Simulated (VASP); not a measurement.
Set up this calculation in VASP 6.6.1, as the native input.

* Task: band structure
* Functional: PBEsol
* Potentials or basis: VASP PAW PBE potentials, release 64 (Ga_d, In_d, P)
* Cutoff: 520 eV
* k mesh: 6 × 6 × 4
* Occupations: gaussian, width 0.03 eV
* Spin: no spin polarisation
* Further INCAR settings: ALGO = Fast; EDIFF = 1e-06; NBANDS = 86

The structure of In3Ga5P8 lies in POSCAR:

```
In3Ga5P8                                
1.0
   -0.0000000000      5.6026512113     -5.6026512113
    5.6026512113      5.6026512113      0.0000000000
    5.6120592771     -0.0094080658     -5.6120592771
  Ga              In              P             
     5     3     8
Direct
     0.5001084103607000    0.0001084103607000    0.5002734974614448
     0.5001084103607000    0.4995096818171553    0.5002734974614448
     0.9995096818171553    0.0001084103607000    0.5002734974614448
     0.0001687391110059    0.5001687391110060    0.4994937826669753
     0.5001070489264697    0.0001070489264697    0.9996788532205982
     0.4984932112782422    0.5000136304719049    0.0014795277779478
     0.0000136304719050    0.9984932112782422    0.0014795277779478
     0.0000136304719050    0.5000136304719049    0.0014795277779478
     0.3698911748967466    0.3700410372141933    0.3900267506748737
     0.3750518236651369    0.8750518236651369    0.3748445290045821
     0.8700410372141933    0.3700410372141933    0.3900267506748737
     0.8700410372141933    0.8698911748967466    0.3900267506748737
     0.3857310379812690    0.3642572856242929    0.8642806384131692
     0.3857310379812690    0.8857310379812690    0.8642806384131692
     0.8807328026248159    0.3807328026248158    0.8578015921255454
     0.8642572856242928    0.8857310379812690    0.8642806384131692
```

The cell was built by a generator and needn't be a form met in nature.

The input as run:

INCAR

```
ALGO = Fast
EDIFF = 1E-6
ENCUT = 520
GGA = PS
ICORELEVEL = 1
ISIF = 2
ISMEAR = 0
KPAR = 4
LASPH = T
LCHARG = F
LREAL = F
LWAVE = F
NBANDS = 86
NELM = 80
PREC = Accurate
SIGMA = 0.03
```

KPOINTS

```
k-points
0
Gamma
  6 6 4
```

KPOINTS_OPT

```
explicit points
6
Reciprocal
 0.0000000000  0.0000000000  0.0000000000 1
 0.3750000000  0.3750000000  0.7500000000 1
 0.5000000000  0.5000000000  0.5000000000 1
 0.6250000000  0.2500000000  0.6250000000 1
 0.5000000000  0.2500000000  0.7500000000 1
 0.5000000000  0.0000000000  0.5000000000 1
```

Potentials or basis: VASP PAW PBE potentials, release 64 (Ga_d, In_d, P).

Launch:

```sh
$ cat potpaw_PBE.64/Ga_d/POTCAR potpaw_PBE.64/In_d/POTCAR potpaw_PBE.64/P/POTCAR > POTCAR
$ mpirun -np 4 vasp_std > vasp.out
```

It gave:

```yaml
Pressure: 0.0 GPa
Largest_force: 0.004 eV/Å
Band_gap_on_the_k_mesh: 0.83 eV, direct
Band_gap_along_the_path: 0.83 eV, direct
```

Caveat: the PAW data sets were made with another functional, which shifts forces and pressure a little; spin-orbit coupling is left out, which moves the levels of the heavy elements.

Run time: 13 min on 4 MPI ranks on Intel(R) Xeon(R) Platinum 8488C (Sapphire Rapids), with other jobs on the host, peak memory 1.5 GiB a rank.
